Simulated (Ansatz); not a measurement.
Here is an Ansatz 0.2.0 calculation.

input.yaml

```yaml
crystal:
  lattice:
    - [2.9003720726, 0.0, 0.0]
    - [-1.4501860363, 2.5117958953, 0.0]
    - [0.0, 0.0, 5.166274]
  atoms:
    - { symbol: Ta, position: [0.3333333333, 0.6666666667, 0.25] }
    - { symbol: Ta, position: [0.6666666667, 0.3333333333, 0.75] }
hamiltonian:
  xc: pbesol
  pseudopotentials: { kind: paw_fr }
magnetization:
  noncollinear: true
  spin_orbit: true
kpoints:
  mp_grid: { grid: [11, 11, 5] }
  band_path:
    path:
      - [[0.0, 0.0, 0.0], [0.5, 0.0, 0.0], [0.3333333333, 0.3333333333, 0.0], [0.0, 0.0, 0.0], [0.0, 0.0, 0.5], [0.5, 0.0, 0.5], [0.3333333333, 0.3333333333, 0.5], [0.0, 0.0, 0.5]]
      - [[0.5, 0.0, 0.5], [0.5, 0.0, 0.0]]
      - [[0.3333333333, 0.3333333333, 0.0], [0.3333333333, 0.3333333333, 0.5]]
    npoints: 14
scf:
  occupations: { method: fermi_dirac, width: 0.05 }
  n_extra_bands: 6
output:
  forces: true
  stress: true
  eigenvalues: true
  fatbands: false
```

Potentials or basis: Ansatz PAW.

Run with:

```console
$ ansatz run input.yaml --threads 2 --pin off --max-ram 5632MiB --backend cpu --events-out ev --progress --plain --runs-dir out
```

(1) Predict the band gap on the k mesh.

(2) Predict the pressure.

## Answers

(1) none (metal or under the smearing width).

(2) -7.5 GPa.

Caveat: the PAW data sets come from PBE, with cores solved anew for the run's functional, which leaves a small shift of forces and pressure.
